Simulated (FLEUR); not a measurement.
Crystal: TiO2 (Anatase).

```
Ti O
1.0
    -1.89210    1.89210    4.75730
     1.89210   -1.89210    4.75730
     1.89210    1.89210   -4.75730
Ti O
2 4
Direct
  0.75000 0.25000 0.50000
  0.00000 0.00000 0.00000
  0.79190 0.79190 0.00000
  0.54190 0.04190 0.50000
  0.95810 0.45810 0.50000
  0.20810 0.20810 0.00000
```

Base run:

| Item | Value |
| --- | --- |
| Program | FLEUR MaX-R8.1 (later development tree) |
| Functional | LDA |
| Potentials or basis | all-electron |
| Basis | FLAPW |
| Kmax | 5.1 1/bohr |
| k mesh | 10 × 10 × 10 |
| Occupations | fermi-dirac, width 0.05 eV |
| Spin | no spin polarisation |

Its results: band gap on the k mesh 2.02 eV, indirect (least direct gap 2.36 eV).

Problem. The run is repeated on the same cell with these changes: functional from LDA to PBE. What comes out?

Solution. Band gap on the k mesh 2.13 eV, indirect (least direct gap 2.46 eV).

Not every run made on this cell is shown here.
